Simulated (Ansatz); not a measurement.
# InSe (R3m) in Ansatz: further runs, part 2 of 2

Ansatz 0.2.0.

### Step 6. Single point, LDA, 29.24 Å³/atom

input.yaml reads:

```yaml
crystal:
  lattice:
    - [2.0, 1.1547005384, 8.44]
    - [-2.0, 1.1547005384, 8.44]
    - [0.0, -2.3094010768, 8.44]
  atoms:
    - { symbol: In, position: [0.8886, 0.8886, 0.8886] }
    - { symbol: In, position: [0.0, 0.0, 0.0] }
    - { symbol: Se, position: [0.1719, 0.1719, 0.1719] }
    - { symbol: Se, position: [0.3835, 0.3835, 0.3835] }
hamiltonian:
  xc: lda
  pseudopotentials: { kind: paw }
kpoints:
  mp_grid: { grid: [8, 8, 8] }
scf:
  occupations: { method: fermi_dirac, width: 0.05 }
output:
  forces: true
  stress: true
  eigenvalues: true
```

Potentials or basis: Ansatz PAW.

Run with:

```console
> ansatz run input.yaml --threads 2 --pin off --max-ram 5632MiB --backend cpu --events-out ev --progress --plain --runs-dir out
```

Run time: 9.3 s. Hardware: 2 threads of Arm Neoverse V2, shared host; peak memory 0.45 GiB.

It converged, with:

- Free energy: -21682.7207 eV
- Pressure: -1.5 GPa
- Largest force: 0.237 eV/Å
- Band gap on the k mesh: 0.22 eV, direct

Caveat: spin-orbit coupling is left out, which moves the levels of the heavy elements; the PAW data sets come from PBE, with cores solved anew for the run's functional, which leaves a small shift of forces and pressure.

### Step 7. Single point, LDA, 29.82 Å³/atom (volume scaled by 1.02)

input.yaml: that of step 6 with these lines changed.

```diff
@@ -2,5 +2,5 @@
   lattice:
-    - [2.0, 1.1547005384, 8.44]
-    - [-2.0, 1.1547005384, 8.44]
-    - [0.0, -2.3094010768, 8.44]
+    - [2.0132454191, 1.1623477847, 8.4958956687]
+    - [-2.0132454191, 1.1623477847, 8.4958956687]
+    - [0.0, -2.3246955694, 8.4958956687]
   atoms:
@@ -21 +21,5 @@
   eigenvalues: true
+  write_density: true
+  write_potential: true
+  elf: true
+  volumetric_format: npy
```

Run with:

```console
> ansatz run input.yaml --threads 2 --pin off --max-ram 5632MiB --backend cpu --events-out ev --progress --plain --runs-dir out
```

Run time: 14 s. Hardware: 2 threads of Arm Neoverse V2, shared host; peak memory 0.47 GiB.

The run converged. Its results:

| Item | Value |
| --- | --- |
| Free energy | -21682.6923 eV |
| Pressure | -2.4 GPa |
| Largest force | 0.219 eV/Å |
| Band gap on the k mesh | 0.17 eV, direct |

Caveat: spin-orbit coupling is left out, which moves the levels of the heavy elements; the PAW data sets come from PBE, with cores solved anew for the run's functional, which leaves a small shift of forces and pressure.

### Step 8. Single point, LDA, 30.41 Å³/atom (volume scaled by 1.04)

input.yaml: that of step 7 with these lines changed.

```diff
@@ -2,5 +2,5 @@
   lattice:
-    - [2.0132454191, 1.1623477847, 8.4958956687]
-    - [-2.0132454191, 1.1623477847, 8.4958956687]
-    - [0.0, -2.3246955694, 8.4958956687]
+    - [2.0263188076, 1.1698957091, 8.5510653682]
+    - [-2.0263188076, 1.1698957091, 8.5510653682]
+    - [0.0, -2.3397914182, 8.5510653682]
   atoms:
@@ -21,5 +21 @@
   eigenvalues: true
-  write_density: true
-  write_potential: true
-  elf: true
-  volumetric_format: npy
```

Run with:

```console
> ansatz run input.yaml --threads 2 --pin off --max-ram 5632MiB --backend cpu --events-out ev --progress --plain --runs-dir out
```

Wall time 9.3 s (2 threads of Arm Neoverse V2, shared host); peak memory 0.46 GiB.

The run converged. Its results:

| Item | Value |
| --- | --- |
| Free energy | -21682.6515 eV |
| Pressure | -3.2 GPa |
| Largest force | 0.349 eV/Å |
| Band gap on the k mesh | 0.13 eV, direct |

Caveat: spin-orbit coupling is left out, which moves the levels of the heavy elements; the PAW data sets come from PBE, with cores solved anew for the run's functional, which leaves a small shift of forces and pressure.

### Step 9. Single point, LDA, 30.99 Å³/atom (volume scaled by 1.06)

input.yaml: that of step 8 with these lines changed.

```diff
@@ -2,5 +2,5 @@
   lattice:
-    - [2.0263188076, 1.1698957091, 8.5510653682]
-    - [-2.0263188076, 1.1698957091, 8.5510653682]
-    - [0.0, -2.3397914182, 8.5510653682]
+    - [2.0392256448, 1.177347475, 8.6055322212]
+    - [-2.0392256448, 1.177347475, 8.6055322212]
+    - [0.0, -2.35469495, 8.6055322212]
   atoms:
@@ -21 +21,5 @@
   eigenvalues: true
+  write_density: true
+  write_potential: true
+  elf: true
+  volumetric_format: npy
```

Potentials or basis: Ansatz PAW.

Run with:

```console
> ansatz run input.yaml --threads 2 --pin off --max-ram 5632MiB --backend cpu --events-out ev --progress --plain --runs-dir out
```

Wall time 18 s (2 threads of Arm Neoverse V2, shared host); peak memory 0.47 GiB.

The run converged. Its results:

* Free energy: -21682.5997 eV
* Pressure: -3.9 GPa
* Largest force: 0.470 eV/Å
* Band gap on the k mesh: 0.09 eV, direct

Caveat: spin-orbit coupling is left out, which moves the levels of the heavy elements; the PAW data sets come from PBE, with cores solved anew for the run's functional, which leaves a small shift of forces and pressure.

### Step 10. Equation of state, LDA

This step only gathers the single runs of the series.

What came out:

| Quantity | Value |
| --- | --- |
| Equilibrium volume | 28.40 Å³/atom |
| Bulk modulus at fixed shape and positions | 55 GPa |
| Pressure derivative of the bulk modulus | 4.8 |

Energy against volume, from the lowest point:
| volume (Å³/atom) | energy (meV/atom) |
| --- | --- |
| 27.483 | 5.06 |
| 28.068 | 0.32 |
| 28.652 | 0.00 |
| 29.237 | 3.61 |
| 29.822 | 10.71 |
| 30.406 | 20.92 |
| 30.991 | 33.86 |

Caveat: the cell was scaled at fixed shape and fractional positions, which overstates the stiffness of a crystal with free parameters, most of all of layers and chains.

### Step 11. Band structure, r2SCAN

input.yaml reads:

```yaml
crystal:
  lattice:
    - [2.0, 1.1547005384, 8.44]
    - [-2.0, 1.1547005384, 8.44]
    - [0.0, -2.3094010768, 8.44]
  atoms:
    - { symbol: In, position: [0.8886, 0.8886, 0.8886] }
    - { symbol: In, position: [0.0, 0.0, 0.0] }
    - { symbol: Se, position: [0.1719, 0.1719, 0.1719] }
    - { symbol: Se, position: [0.3835, 0.3835, 0.3835] }
hamiltonian:
  xc: r2scan
  pseudopotentials: { kind: paw }
kpoints:
  mp_grid: { grid: [8, 8, 8] }
  band_path:
    path:
      - [[0.0, 0.0, 0.0], [0.5, 0.0, 0.0], [0.5, 0.1791451724, -0.1791451724]]
      - [[0.8208548276, 0.5, 0.1791451724], [0.5, 0.5, 0.5], [0.0, 0.0, 0.0], [0.3395725862, 0.0, -0.3395725862]]
      - [[0.6604274138, 0.3395725862, 0.0], [0.5, 0.5, 0.0], [0.6604274138, 0.6604274138, 0.1791451724], [0.5, 0.5, 0.5]]
      - [[0.5, 0.0, 0.0], [0.8208548276, 0.3395725862, 0.3395725862]]
    npoints: 14
scf:
  occupations: { method: fermi_dirac, width: 0.05 }
  n_extra_bands: 10
output:
  forces: true
  stress: true
  eigenvalues: true
  fatbands: false
```

Run with:

```console
> ansatz run input.yaml --threads 2 --pin off --max-ram 5632MiB --backend cpu --events-out ev --progress --plain --runs-dir out
```

Run time: 52 s. Hardware: 2 threads of Arm Neoverse V2, shared host; peak memory 0.76 GiB.

Results (log left out):

```
Free energy             : -22182.5924 eV
Pressure                : 1.1 GPa
Largest force           : 0.239 eV/Å
Band gap on the k mesh  : 0.87 eV, direct
Band gap along the path : 0.87 eV, direct
```

Forces in eV/Å, atoms in the order of the input:
```
In   0.000  0.000  0.239
In   0.000  0.000 -0.222
Se   0.000  0.000 -0.030
Se   0.000  0.000  0.013
```

Stress tensor (GPa, compression positive):
```
1.48 0.00 0.00
0.00 1.48 0.00
0.00 0.00 0.35
```

Levels at the corners of the path, in eV from the valence-band top:
| point | band 25 | band 26 | band 27 | band 28 | band 29 | band 30 | band 31 | band 32 | band 33 | band 34 |
| --- | --- | --- | --- | --- | --- | --- | --- | --- | --- | --- |
| Γ | -1.50 | -1.37 | -1.37 | -1.28 | -1.28 | 2.06 | 2.59 | 4.75 | 4.75 | 5.65 |
| L | -3.55 | -2.43 | -2.43 | -2.33 | -1.72 | 1.50 | 2.30 | 4.01 | 4.37 | 5.13 |
| B1 | -4.11 | -3.77 | -2.60 | -2.31 | -1.81 | 1.96 | 2.78 | 3.71 | 4.79 | 6.22 |
| B | -4.11 | -3.77 | -2.60 | -2.31 | -1.81 | 1.96 | 2.78 | 3.71 | 4.79 | 6.22 |
| Z | -1.44 | -1.44 | -1.20 | -1.20 | 0.00 | 0.87 | 2.63 | 4.67 | 4.67 | 6.09 |
| Γ | -1.50 | -1.37 | -1.37 | -1.28 | -1.28 | 2.06 | 2.59 | 4.75 | 4.75 | 5.65 |
| X | -4.11 | -3.79 | -2.64 | -2.29 | -1.78 | 2.01 | 2.70 | 3.74 | 4.76 | 6.24 |
| Q | -4.11 | -3.79 | -2.64 | -2.29 | -1.78 | 2.01 | 2.70 | 3.74 | 4.76 | 6.24 |
| F | -3.30 | -2.72 | -2.59 | -2.14 | -1.55 | 1.51 | 2.27 | 3.67 | 3.99 | 4.73 |
| P1 | -3.34 | -2.65 | -2.56 | -2.17 | -1.67 | 1.73 | 2.09 | 3.74 | 4.15 | 4.81 |
| Z | -1.44 | -1.44 | -1.20 | -1.20 | 0.00 | 0.87 | 2.63 | 4.67 | 4.67 | 6.09 |
| L | -3.55 | -2.43 | -2.43 | -2.33 | -1.72 | 1.50 | 2.30 | 4.01 | 4.37 | 5.13 |
| P | -3.34 | -2.65 | -2.56 | -2.17 | -1.67 | 1.73 | 2.09 | 3.74 | 4.15 | 4.81 |

Caveat: spin-orbit coupling is left out, which moves the levels of the heavy elements; the PAW data sets come from PBE, with cores solved anew for the run's functional, which leaves a small shift of forces and pressure.

### Step 12. Summary

| task | level | cutoff (eV) | points for each segment of the path | gap on the mesh (eV) | pressure (GPa) | largest force (eV/Å) |
| --- | --- | --- | --- | --- | --- | --- |
| band structure | LDA | 420 | 14 | 0.22 | -1.5 | 0.24 |
| equation of state | LDA | 420 | - | - | - | - |
| band structure | r2SCAN | 500 | 14 | 0.87 | 1.1 | 0.24 |

Alike in all rows: potentials or basis Ansatz PAW; no spin polarisation; cell as given; k mesh 8 × 8 × 8; smearing fermi-dirac 0.05 eV.

Caveats: spin-orbit coupling is left out, which moves the levels of the heavy elements (some runs); the PAW data sets come from PBE, with cores solved anew for the run's functional, which leaves a small shift of forces and pressure (some runs); the cell was scaled at fixed shape and fractional positions, which overstates the stiffness of a crystal with free parameters, most of all of layers and chains (some runs).

Total energies depend on the potentials used, so only differences within one code and one set of settings carry meaning.

### Step 13. Against experiment

Step 2. Measured gap of InSe: 1.25 eV (300 K; “The Interaction of Hydrogen with the van der Waals Crystal γ-InSe”, 2020, pmc:7321205). This calculation gives 0.22 eV (-1.03 eV). So large a miss can be the level of theory's own, or it may mean another phase, state or a wrong row. Spin-orbit coupling on In, Se is left out. The value is that of LDA, without temperature or zero-point motion. Semilocal functionals fall short of measured gaps as a rule.

Step 11. Against the measured gap of InSe, 1.25 eV (300 K; “The Interaction of Hydrogen with the van der Waals Crystal γ-InSe”, 2020, pmc:7321205), the calculated 0.87 eV is off by -0.38 eV. Spin-orbit coupling on In, Se is left out. The value is that of r2SCAN, without temperature or zero-point motion.
